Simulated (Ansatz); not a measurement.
# WSe2: stress in a strained cell

Aim: deform WSe2 (equal xy, yz and zx engineering shear strains of -1 %) and compute stress, forces and field gradients with LAPW and PAW.

Method: DFT PBEsol, scalar-relativistic, in Ansatz 0.2.0.

2 further runs of the same task are left out: 2 that didn't finish.

### 1 Starting point

Symmetry: P6_3/mmc, No. 194, hexagonal system. The conventional cell has a = 3.290 Å, b = 3.290 Å, c = 12.970 Å, α = 90.00°, β = 90.00°, γ = 120.00°. W (site symmetry -6m2) has 6 Se at 2.53 Å as nearest neighbours. Se (site symmetry 3m) is surrounded by 3 W at 2.53 Å.

Coordinates:

```cif
data_structure
_symmetry_space_group_name_H-M 'P6_3/mmc'
_symmetry_Int_Tables_number 194
_cell_length_a 3.2900
_cell_length_b 3.2900
_cell_length_c 12.9700
_cell_angle_alpha 90.000
_cell_angle_beta 90.000
_cell_angle_gamma 120.000
_cell_volume 121.58
loop_
_atom_site_label
_atom_site_type_symbol
_atom_site_symmetry_multiplicity
_atom_site_Wyckoff_symbol
_atom_site_fract_x
_atom_site_fract_y
_atom_site_fract_z
_atom_site_occupancy
W1 W 2 c 0.33333 0.66667 0.25000 1
Se1 Se 4 f 0.33333 0.66667 0.62100 1
```

The file gives the conventional cell by its symmetry; the runs use the cell typed in the input.

Atoms are numbered in the order of the input: W1, W2, Se3, Se4, Se5, Se6.

### 2 The deformed structure

Space group P6_3/mmc before, P-1 after.

### 3 LAPW, all electrons

The input, input.yaml:

```yaml
crystal:
  lattice:
    - [3.2899984505, -0.0164499922, -0.0164499922]
    - [-1.6592453364, 2.8574472326, -0.0060211151]
    - [-0.06485, -0.06485, 12.97]
  atoms:
    - { symbol: W, position: [0.3333333333, 0.6666666667, 0.25] }
    - { symbol: W, position: [0.6666666667, 0.3333333333, 0.75] }
    - { symbol: Se, position: [0.3333333333, 0.6666666667, 0.621] }
    - { symbol: Se, position: [0.6666666667, 0.3333333333, 0.121] }
    - { symbol: Se, position: [0.3333333333, 0.6666666667, 0.879] }
    - { symbol: Se, position: [0.6666666667, 0.3333333333, 0.379] }
kpoints:
  mp_grid: { grid: [11, 11, 3] }
  band_path:
    path:
      - [0.0, 0.0, 0.0]
      - [0.0, 0.0, 0.5]
      - [-0.5, 0.5, 0.0]
      - [0.0, 0.0, 0.0]
      - [0.0, -0.5, 0.0]
      - [-0.5, 0.0, 0.5]
      - [0.0, 0.0, 0.0]
      - [-0.5, 0.0, 0.0]
      - [0.0, -0.5, 0.5]
    npoints: 5
scf:
  occupations: { method: fermi_dirac, width: 0.08 }
hamiltonian:
  xc: pbesol
  pseudopotentials: { kind: all_electron, lapw: { basis_error: 0.0005 } }
output:
  forces: true
  stress: true
  eigenvalues: true
```

The run is started by

```console
$ ansatz run input.yaml --threads 2 --pin off --max-ram 8192MiB --backend cpu --events-out ev --progress --plain --runs-dir out
```

Standard output (excerpt; [...] marks lines left out):

```text
LAPW: plane waves up to 9.535 Å⁻¹, error target 5.0e-4 eV per atom; small_component_spin mean_spin; Se in spheres of 1.196 Å, 24 of its electrons in bands, Dirac shells []; W in spheres of 1.312 Å, 44 of its electrons in bands, Dirac shells []
[...]
Pseudopotentials: kind: all_electron
Pseudopotential: W, LAPW, valence charge 44, Koelling and Harmon's equation, gaussian nucleus
Pseudopotential: Se, LAPW, valence charge 24, Koelling and Harmon's equation, gaussian nucleus
Functional definition: PBEsol
[...]
Crystal: 6 atoms, lattice volume = 121.571 Å³
Basis set: ecut = 346.35824043815916 eV, 1731 PW (Γ), FFT grids on a1+a2, −a1, a3, exchange–correlation at level 2
Bands: 111, of which v1, the nominal top of the filled ones, is band 92 counted from 1 (91 counted from 0)
Symmetry: 2 space group operations
Space group: P-1 (ITA 2), of the structure as read, at distance tolerance 5.0e-5 Å
k-points: 182 of 363
[...]
SCF iter   1: F=—  HF=-1142475.343539 eV  |F-HF|=—  |Δ(HF+E_count)|=         —  Δρ=2.72e-2  dr2=1.66e0  ethr=9.00e-4  ⟨swp⟩=2.0  Hψ=123945  notcnv=0
[...]
the basis was enlarged: its passes take 762.7 KiB over the memory plan, 2 of 2 planned eigensolver slots
[...]
SCF iter  11: F=-1142474.762715 eV  HF=-1142474.762715 eV  |F-HF|=2.12e-8  |Δ(HF+E_count)|=   1.08e-7  Δρ=4.48e-6  dr2=4.41e-8  ethr=2.80e-10  ⟨swp⟩=3.0  Hψ=59897  notcnv=0
[...]
NSCF: frozen V_eff on 41 k-points
SCF converged after 11 iterations
Free energy (F): -1142474.762715 eV
[...]
E sigma→0 (E₀):  -1142474.762656 eV
Entropy (-TS):   -0.000117 eV (-0.020 meV/atom)
Fermi energy:    15.411899 eV
[...]
--- Forces (eV/Å), atoms counted from 1 ---
  atom   1  W      0.07779372     0.00135032     0.00736937
  atom   2  W     -0.07779372    -0.00135032    -0.00736937
  atom   3  Se    -0.09820321    -0.13758231     0.12289166
  atom   4  Se    -0.17836351    -0.13894535     0.11524616
  atom   5  Se     0.17836351     0.13894535    -0.11524616
  atom   6  Se     0.09820321     0.13758231    -0.12289166
[...]
--- Stress (GPa, compression-positive) ---
       -1.514524       0.867048       1.337789
        0.867048      -1.505803       1.337560
        1.337789       1.337560      -0.436776
  P = ⅓ Tr σ = -1.1524 GPa (-11.524 kbar)
--- Band table (eV; the first three rows and the last of 182) ---
[...]
```

Wall time 9.5 min (2 threads of Arm Neoverse V2, shared host); peak memory 4.3 GiB.

Result: pressure -1.15 GPa; gap 0.91 eV; largest force 0.254 eV/Å.

### 4 Frozen-core PAW

Edit input.yaml of step 3 so:

```diff
@@ -14,14 +14,2 @@
   mp_grid: { grid: [11, 11, 3] }
-  band_path:
-    path:
-      - [0.0, 0.0, 0.0]
-      - [0.0, 0.0, 0.5]
-      - [-0.5, 0.5, 0.0]
-      - [0.0, 0.0, 0.0]
-      - [0.0, -0.5, 0.0]
-      - [-0.5, 0.0, 0.5]
-      - [0.0, 0.0, 0.0]
-      - [-0.5, 0.0, 0.0]
-      - [0.0, -0.5, 0.5]
-    npoints: 5
 scf:
@@ -30,3 +18,3 @@
   xc: pbesol
-  pseudopotentials: { kind: all_electron, lapw: { basis_error: 0.0005 } }
+  pseudopotentials: { kind: paw }
 output:
@@ -35 +23,6 @@
   eigenvalues: true
+  efg: { contact_densities: true }
+  write_density: true
+  write_potential: true
+  elf: true
+  volumetric_format: npy
```

The run is started by

```console
$ ansatz run input.yaml --threads 2 --pin off --max-ram 8192MiB --backend cpu --events-out ev --progress --plain --runs-dir out
```

Standard output:

```text
W: output.efg is read without spin–orbit coupling, which moves field gradients at and beside such atoms by some per cent and up to a factor of two; PAW files take it under magnetization.noncollinear and magnetization.spin_orbit
Engine: ansatz 0.2.0
Pseudopotentials: kind: paw
Pseudopotential: W, paw, valence charge 14, recommended cutoff 420 eV (normal)
Pseudopotential: Se, paw, valence charge 16, recommended cutoff 420 eV (normal)
[... 1 set-up line as earlier in the session ...]
  exchange = pbesol_x
  correlation = pbesol_c
Crystal: 6 atoms, lattice volume = 121.571 Å³
Basis set: ecut = 420 eV, 2415 PW (Γ), exchange–correlation on 48×48×180 points (8 copies of the dense FFT grid, shifted against one another)
Bands: 56, of which v1, the nominal top of the filled ones, is band 46 counted from 1 (45 counted from 0)
[... 2 set-up lines as earlier in the session ...]
k-points: 182 of 363
Non-local potential: W, projectors of the file, l = 0: 3, l = 1: 2, l = 2: 2, l = 3: 1
Non-local potential: Se, projectors of the file, l = 0: 2, l = 1: 2, l = 2: 3, l = 3: 1
PAW form: soft (Blöchl's): semilocal exchange-correlation on the pseudo side does not see the compensation charge
PAW frozen core: W, regenerated for the run's functional, and the local potential with it (the file was generated under x = pbe(κ = 0.804, μ = 0.2195149727645171), c = pbe(β = 0.06672455060314922))
PAW frozen core: Se, regenerated for the run's functional, and the local potential with it (the file was generated under x = pbe(κ = 0.804, μ = 0.2195149727645171), c = pbe(β = 0.06672455060314922))
PAW one-centre angular grid: W, 590 points (default); XC on 64 Gauss nodes
PAW one-centre angular grid: Se, 590 points (default); XC on 64 Gauss nodes
Initial density: superposition of atomic densities (neutral atoms: chi_scale 0, normalization atom), corrected by the library's trained network
Initial wavefunctions: pseudopotential atomic-orbital guess
Functional: x = pbesol(κ = 0.804, μ = 0.12345679012345678), c = pbesol(β = 0.046)
SCF iter   1: F=—  HF=-42213.504195 eV  |F-HF|=—  |Δ(HF+E_count)|=         —  Δρ=4.85e-3  dr2=1.57e-2  ethr=1.77e-3  ⟨swp⟩=5.9  Hψ=36151  notcnv=0
preconditioner: auto → Resta (q_TF=auto, 2.604 Å⁻¹)  ε∞=6.1  [insulator: Δε(μ)=0.908 eV  Ē_g=8.961 eV  σ=0.080 eV  W_gap=0.99  n_scr=40 (ndim 8)  ℏωp=20.2 eV  f_vac=0.044  D(μ)=0.00/eV (n_scr^D=0)  ε∞_Penn≈6.1]
SCF iter   2: F=—  HF=-42213.507431 eV  |F-HF|=—  |Δ(HF+E_count)|=   3.24e-3  Δρ=2.68e-3  dr2=3.15e-3  ethr=1.71e-5  ⟨swp⟩=3.0  Hψ=20905  notcnv=0
SCF iter   3: F=—  HF=-42213.509216 eV  |F-HF|=—  |Δ(HF+E_count)|=   1.78e-3  Δρ=1.35e-3  dr2=8.57e-4  ethr=3.42e-6  ⟨swp⟩=1.5  Hψ=10165  notcnv=0
SCF iter   4: F=—  HF=-42213.509910 eV  |F-HF|=—  |Δ(HF+E_count)|=   6.94e-4  Δρ=1.17e-4  dr2=4.22e-5  ethr=9.32e-7  ⟨swp⟩=2.0  Hψ=13231  notcnv=0
SCF iter   5: F=—  HF=-42213.509923 eV  |F-HF|=—  |Δ(HF+E_count)|=   1.30e-5  Δρ=5.97e-5  dr2=7.67e-6  ethr=4.59e-8  ⟨swp⟩=2.3  Hψ=17732  notcnv=0
SCF iter   6: F=—  HF=-42213.509928 eV  |F-HF|=—  |Δ(HF+E_count)|=   5.01e-6  Δρ=1.58e-5  dr2=3.49e-7  ethr=8.34e-9  ⟨swp⟩=3.0  Hψ=18075  notcnv=0
SCF iter   7: F=-42213.509928 eV  HF=-42213.509928 eV  |F-HF|=5.97e-9  |Δ(HF+E_count)|=   2.86e-7  Δρ=4.28e-6  dr2=3.79e-8  ethr=1.09e-10  ⟨swp⟩=12.9  Hψ=72451  notcnv=0
SCF 1 converged in 7 iterations: F = -42213.509928 eV  dr2 = 3.79e-8
SCF converged after 7 iterations
Free energy (F): -42213.509928 eV
Harris-Foulkes:  -42213.509928 eV  (|F-HF|=5.97e-9)
Internal energy: -42213.509810 eV  (E = F + TS)
E sigma→0 (E₀):  -42213.509869 eV
Entropy (-TS):   -0.000118 eV (-0.020 meV/atom)
Fermi energy:    13.229012 eV
--- Per-component energies (eV) ---
  E_band       = -1696.808707
  E_kinetic    = 1378.605548
  E_local      = -11442.775896  (includes V_loc(G=0)·N_el)
  E_nonlocal   = -2361.892549
  E_hartree    = 5493.452688
  E_xc         = -945.698842
  E_vxc        = -872.242063  (∫ρ·V_xc dr)
  E_paw        = -24344.729924  (= ΣΔE_a)
  E_vpaw       = 614.593758  (= ΣTr[D̂ρ^β])
  E_aug_tail   = -0.002517  (compensation charges beyond the density's cutoff)
  E_ewald      = -9994.945704
  E_core_change = 4.477386  (= ΣΔE_core)
  E_smearing   = -0.000118  (= −TS)
  E_closure    = -0.000000  (closes the sum)
  Σ components = -42213.509928   (vs F -42213.509928, Δ=0.00e0)
--- Forces (eV/Å), atoms counted from 1 ---
  atom   1  W      0.07762053     0.00135351     0.00744411
  atom   2  W     -0.07762053    -0.00135351    -0.00744411
  atom   3  Se    -0.09824680    -0.13753718     0.12703453
  atom   4  Se    -0.17823401    -0.13890368     0.11929396
  atom   5  Se     0.17823401     0.13890368    -0.11929396
  atom   6  Se     0.09824680     0.13753718    -0.12703453
  max |Σ_I F_I| component: 0.00e0 eV/Å
--- Stress (GPa, compression-positive) ---
       -1.560133       0.867113       1.337641
        0.867113      -1.551398       1.337404
        1.337641       1.337404      -0.474296
  P = ⅓ Tr σ = -1.1953 GPa (-11.953 kbar)
--- PAW observables at the nuclei: V_zz in 10²¹ V/m², potentials from the cell's mean, atoms counted from 1 ---
  atom   1  W  V_zz =   -17.182983   η = 0.1368   by run symmetry: allowed
            electrostatic potential = -14807.088310 V   contact ρ = 8810842.341848 e/Å³
  atom   2  W  V_zz =   -17.182983   η = 0.1368   by run symmetry: allowed
            electrostatic potential = -14807.088310 V   contact ρ = 8810842.341848 e/Å³
  atom   3  Se V_zz =    -7.680934   η = 0.0766   by run symmetry: allowed
            electrostatic potential = -4715.485662 V   contact ρ = 262402.668937 e/Å³
  atom   4  Se V_zz =    -7.733109   η = 0.1233   by run symmetry: allowed
            electrostatic potential = -4715.486455 V   contact ρ = 262402.666196 e/Å³
  atom   5  Se V_zz =    -7.733109   η = 0.1233   by run symmetry: allowed
            electrostatic potential = -4715.486455 V   contact ρ = 262402.666196 e/Å³
  atom   6  Se V_zz =    -7.680934   η = 0.0766   by run symmetry: allowed
            electrostatic potential = -4715.485662 V   contact ρ = 262402.668937 e/Å³
--- Band table (eV; the first three rows and the last of 182) ---
  k-point 0: bands = ["-61.4077", "-61.4077", "-35.0571", "-35.0570", "-35.0566", "-35.0565", "-35.0560", "-35.0560", "-35.0558", "-35.0558", "-35.0284", "-35.0283", "-35.0282", "-35.0280", "-35.0272", "-35.0271", "-35.0269", "-35.0269", "-35.0166", "-35.0164", "-35.0145", "-35.0142", "-25.6929", "-25.6929", "-25.5644", "-25.5644", "-25.5490", "-25.5490", "-2.4769", "-2.2238", "-1.2954", "-0.8703", "5.6563", "6.7758", "9.1617", "10.0778", "10.0947", "10.2003", "10.2124", "11.2384", "11.2756", "11.2932", "11.3358", "11.6935", "11.7703", "12.8144", "15.3917", "15.4512", "15.4658", "15.5409", "15.5426", "15.6113", "15.7295", "15.8111", "17.2293", "17.9222"]
  k-point 1: bands = ["-61.4077", "-61.4077", "-35.0570", "-35.0570", "-35.0566", "-35.0565", "-35.0560", "-35.0560", "-35.0558", "-35.0558", "-35.0284", "-35.0283", "-35.0282", "-35.0281", "-35.0271", "-35.0271", "-35.0270", "-35.0269", "-35.0166", "-35.0164", "-35.0144", "-35.0143", "-25.6929", "-25.6929", "-25.5644", "-25.5644", "-25.5490", "-25.5490", "-2.4261", "-2.3031", "-1.1750", "-0.9662", "5.8757", "6.4095", "9.6969", "10.0819", "10.0904", "10.2053", "10.2070", "10.7406", "11.2523", "11.2801", "11.2975", "11.3236", "12.4013", "12.7255", "15.3873", "15.4246", "15.4819", "15.5216", "15.5940", "15.6706", "15.6924", "15.7703", "17.4241", "17.7709"]
  k-point 2: bands = ["-61.4069", "-61.4069", "-35.0569", "-35.0569", "-35.0563", "-35.0562", "-35.0559", "-35.0558", "-35.0557", "-35.0556", "-35.0285", "-35.0284", "-35.0282", "-35.0281", "-35.0274", "-35.0272", "-35.0271", "-35.0269", "-35.0165", "-35.0162", "-35.0143", "-35.0140", "-25.6890", "-25.6890", "-25.5785", "-25.5785", "-25.5583", "-25.5583", "-2.3514", "-2.0993", "-1.2259", "-0.8135", "5.8176", "6.9354", "9.0444", "9.7514", "9.7817", "10.2591", "10.2841", "10.7046", "11.0438", "11.1071", "11.2392", "11.7138", "11.9720", "12.6082", "15.1305", "15.2116", "15.2447", "15.3642", "15.3924", "15.6072", "15.6582", "15.7525", "17.9544", "18.5280"]
  k-point 181: bands = ["-61.3977", "-61.3977", "-35.0566", "-35.0566", "-35.0556", "-35.0556", "-35.0529", "-35.0529", "-35.0518", "-35.0518", "-35.0298", "-35.0295", "-35.0293", "-35.0291", "-35.0286", "-35.0285", "-35.0276", "-35.0274", "-35.0146", "-35.0145", "-35.0122", "-35.0121", "-25.7662", "-25.7662", "-25.6455", "-25.6455", "-25.6261", "-25.6261", "-0.5339", "-0.4510", "-0.1902", "-0.0995", "6.4190", "6.5518", "7.4181", "7.4867", "8.1264", "8.4770", "9.3032", "9.4081", "10.3342", "10.4086", "10.6487", "10.6731", "11.7802", "11.8388", "14.5709", "14.8238", "15.1293", "15.1765", "15.8923", "16.3335", "16.4932", "16.8845", "17.6879", "18.1522"]
```

Wall time 43 s (2 threads of Arm Neoverse V2, shared host); peak memory 1 GiB.

This run gives: pressure -1.20 GPa; gap on the k mesh 0.91 eV (an odd mesh misses the zone boundary); largest force 0.256 eV/Å; Vzz W1 -17.18 (η = 0.14), Se3 -7.68 (η = 0.08), Se4 -7.73 (η = 0.12) (10²¹ V/m²).

Density in a lattice plane of the grid's cell (edges 3.29 and 12.97 Å, at 0.333 of the third edge), which holds W and Se.

Values in e/Å³, 12 rows by 6 columns:
```
0.26 0.39 0.27 0.12 0.07 0.11
0.40 0.44 0.39 0.39 0.49 0.40
0.44 0.23 0.48 4.08 4.21 4.16
0.39 0.43 0.39 0.41 0.53 0.39
0.27 0.40 0.27 0.11 0.07 0.12
0.05 0.04 0.05 0.07 0.09 0.07
0.27 0.10 0.27 1.50 6.08 1.50
0.38 0.22 0.40 1.17 3.43 1.10
0.45 0.85 0.47 0.25 0.22 0.25
0.40 0.22 0.39 1.11 3.39 1.13
0.26 0.10 0.28 1.65 6.95 1.52
0.04 0.04 0.05 0.07 0.08 0.07
```
Columns run along the first of these edges and rows up along the second, over one cell in 6 and 12 even steps from the bottom left corner. Atoms in the plane (fractional): W at (0.67, 0.75), Se at (0.67, 0.12), Se at (0.67, 0.38).

ELF in the same plane.

Ten even steps from '0' (0.02) to '9' (0.88):
```
474000
787312
777323
353474
232707
353474
777323
787313
574000
000131
404999
717848
727737
313666
232212
313666
727737
717848
405999
000131
```
Columns run along the first of these edges and rows up along the second, over one cell in 6 and 20 even steps from the bottom left corner. Atoms in the plane (fractional): W at (0.67, 0.75), Se at (0.67, 0.12), Se at (0.67, 0.38).

Both are smooth fields of the valence electrons: close to the nuclei they are not physical.

The highest ELF values outside the cores: 0.89 beside Se, off the lines to its neighbours, 0.9 Å from Se; 0.80 on the Se–W line, 0.9 Å from Se; 0.49 between the atoms, 1.9 Å from W.

### 5 Side by side

Stress (GPa, compression positive):

| method | xx | yy | zz | yz | xz | xy |
| --- | --- | --- | --- | --- | --- | --- |
| LAPW | -1.51 | -1.51 | -0.44 | 1.34 | 1.34 | 0.87 |
| PAW | -1.56 | -1.55 | -0.47 | 1.34 | 1.34 | 0.87 |

Forces (eV/Å):

| atom | LAPW x | LAPW y | LAPW z | PAW x | PAW y | PAW z |
| --- | --- | --- | --- | --- | --- | --- |
| W1 | 0.078 | 0.001 | 0.007 | 0.078 | 0.001 | 0.007 |
| W2 | -0.078 | -0.001 | -0.007 | -0.078 | -0.001 | -0.007 |
| Se3 | -0.098 | -0.138 | 0.123 | -0.098 | -0.138 | 0.127 |
| Se4 | -0.178 | -0.139 | 0.115 | -0.178 | -0.139 | 0.119 |
| Se5 | 0.178 | 0.139 | -0.115 | 0.178 | 0.139 | -0.119 |
| Se6 | 0.098 | 0.138 | -0.123 | 0.098 | 0.138 | -0.127 |

| method | pressure (GPa) | gap on the k mesh (eV) | largest force (eV/Å) | Vzz W1 (10²¹ V/m²) | Vzz Se3 (10²¹ V/m²) | Vzz Se4 (10²¹ V/m²) | SCF cycles, all passes |
| --- | --- | --- | --- | --- | --- | --- | --- |
| LAPW | -1.15 | 0.91 | 0.254 | – | – | – | 11 |
| PAW | -1.20 | 0.91 | 0.256 | -17.18 | -7.68 | -7.73 | 7 |

### 6 Summary of results

```
                                 quantity                      value
                                 pressure  LAPW -1.15, PAW -1.20 GPa
largest shear or deviatoric stress (LAPW)                   1.34 GPa
```

The largest part of the stress beyond the pressure is 1.34 GPa in size; the atoms are carried along and not relaxed. No run of the undeformed cell stands beside it, so the pressure holds what the given cell had before the change. PAW: stress within 0.05 GPa of LAPW, forces within 4 meV/Å. Spin-orbit coupling is left out, though the cell holds W; in elements this heavy it can shift bands and gaps by tenths of an eV.
